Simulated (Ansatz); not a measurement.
Relax this structure to zero stress and force, keeping its symmetry:

```
Si Ni
1.0
     5.17310    0.00000    0.00000
     0.00000    3.33810    0.00000
     0.00000    0.00000    5.60490
Si Ni
4 4
Direct
  0.32128 0.75000 0.08250
  0.17872 0.25000 0.58250
  0.82128 0.75000 0.41750
  0.67872 0.25000 0.91750
  0.00779 0.25000 0.18752
  0.49221 0.75000 0.68752
  0.50779 0.25000 0.31248
  0.99221 0.75000 0.81248
```

Method: DFT PBE, scalar-relativistic, plane waves, PAW in Ansatz 0.2.0.

Cutoff 420 eV; k points 8×10×6 on the computed 8-atom cell (Γ-centred); Gaussian smearing, width 0.10 eV; no spin polarisation.

What does it relax to?

The volume goes up by 0.12 Å³/atom to 12.22 Å³/atom, and the energy falls by 1.0 meV/atom. Final structure:
```
Si Ni
1.0
     5.15409    0.00000    0.00000
     0.00000    3.37549    0.00000
     0.00000    0.00000    5.61971
Si Ni
4 4
Direct
  0.32125 0.75000 0.08408
  0.17875 0.25000 0.58408
  0.82125 0.75000 0.41592
  0.67875 0.25000 0.91592
  0.00822 0.25000 0.18849
  0.49178 0.75000 0.68849
  0.50822 0.25000 0.31151
  0.99178 0.75000 0.81151
```